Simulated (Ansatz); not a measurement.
Runs of Ansatz 0.2.0 on VO2. The structure is tetragonal, space group P4_2/mnm (No. 136). Conventional cell: a = 4.507 Å, b = 4.507 Å, c = 3.044 Å, α = 90.00°, β = 90.00°, γ = 90.00°. V (site symmetry mmm) is surrounded by 6 O at 1.91 to 1.99 Å. O (site symmetry m2m) is surrounded by 3 V at 1.91 to 1.99 Å. The cell is a database's computed one.

```csv
task,level,potentials or basis,U,cell,cutoff (eV),hubbard projectors,double counting,points for each segment of the path,gap on the mesh (eV),pressure (GPa),moment (μB),relaxed volume (Å³/atom),largest force (eV/Å)
relaxation of cell and atoms,PBE+U,Ansatz PAW,V d U = 5 eV,relaxed,420,ortho-atomic (the default),fll (the default),-,1.07,0.0,2.00,10.19,-
single point,PBE,Ansatz PAW,-,as given,500,-,-,-,none,-8.9,2.00,-,0.24
band structure,m-r2SCAN,Ansatz PAW,-,as given,500,-,-,14,none,(a),2.00,-,(b)
relaxation of cell and atoms,revPBE+D3(BJ),Ansatz PAW,-,relaxed,420,-,-,-,-,0.0,2.00,9.76,-
```

Alike in all rows: spin collinear, ferromagnetic start; k mesh 6 × 6 × 9; smearing fermi-dirac 0.05 eV.

Estimate the missing entries.

(a) -15.6; (b) 0.26.

Caveats: the magnetic or orbital state may not be the lowest (some runs); the plane-wave basis is chosen anew once the cell has moved, so the energies of steps on either side of that aren't comparable (some runs); semilocal functionals often make such compounds metallic where correlation or magnetic order opens a gap, which also shifts bond lengths (some runs); the PAW data sets come from PBE, with cores solved anew for the run's functional, which leaves a small shift of forces and pressure (some runs); odd divisions of the mesh miss points on the zone boundary, where band edges often lie, so the gap on the mesh can be too wide (some runs); so large a pressure means that the cell lies far from this level's equilibrium, or that cutoff or potentials fall short (some runs).

A k mesh can miss the band edges.

A gap of «none» marks a metal or a gap under the smearing width.
